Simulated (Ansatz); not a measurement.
GaN:

```xyz
2
Lattice="2.9806 0.0000 0.0000 -1.4903 2.5813 0.0000 0.0000 0.0000 2.6834" Properties=species:S:1:pos:R:3 pbc="T T T"
Ga    1.4903    0.8604    1.3417
N     0.0000    0.0000    0.0000
```

The cell was built by a generator and needn't be a form met in nature.

Program: Ansatz 0.2.0. Alike in all runs: task single point; potentials or basis Ansatz PAW; no spin polarisation; cell as given; k mesh 5 × 5 × 5; smearing fermi-dirac 0.05 eV; the mesh is coarse, so values aren't converged.

Task: Order these runs on this cell by their band gap on the k mesh, lowest first.
A. level HSE06 form with a typed share of exact exchange; cutoff (eV) 420; screening (1/Å) 0.2; share of exact exchange 0.5
B. level HF; cutoff (eV) 420
C. level PBE0; cutoff (eV) 420
D. level r2SCAN50; cutoff (eV) 500

Result: C (1.04 eV), A (1.55 eV), D (3.03 eV), B (7.33 eV).

Caveats: all runs use coarse meshes; odd divisions of the mesh miss points on the zone boundary, where band edges often lie, so the gap on the mesh can be too wide.

A k mesh can miss the band edges.
